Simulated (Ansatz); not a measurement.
Moving the choice of potentials or basis in HfO2

```cif
data_structure
_symmetry_space_group_name_H-M 'P4_2/nmc:1'
_symmetry_Int_Tables_number 137
_cell_length_a 3.5580
_cell_length_b 3.5580
_cell_length_c 5.1719
_cell_angle_alpha 90.000
_cell_angle_beta 90.000
_cell_angle_gamma 90.000
_cell_volume 65.47
loop_
_atom_site_label
_atom_site_type_symbol
_atom_site_symmetry_multiplicity
_atom_site_Wyckoff_symbol
_atom_site_fract_x
_atom_site_fract_y
_atom_site_fract_z
_atom_site_occupancy
Hf1 Hf 2 a 0.00000 0.00000 0.00000 1
O1 O 4 d 0.00000 0.50000 0.19721 1
```

Measurements of this composition are mostly on another form, of space group No. 14.

Kept alike: task single point; functional PBE; k mesh 8 × 8 × 5; occupations fermi-dirac, width 0.05 eV; no spin polarisation. Program: Ansatz. Cutoffs run from 420 to 1796 eV. The mesh is that of the run's cell of 6 atoms. No spin-orbit coupling.

```csv
choice of potentials or basis,pressure (GPa)
Ansatz NC,9.99
Ansatz PAW,10.01
Ansatz PAW (files of its older set among them),10.07
JTH PAW,7.27
PseudoDojo standard (PBE files),7.36
PseudoDojo stringent (PBE files),9.19
SPMS NC,7.58
```

Pressure is positive in compression, with a Pulay correction for the finite cutoff.

The pressure runs from 7.27 (JTH PAW) to 10.07 GPa (Ansatz PAW (files of its older set among them)).
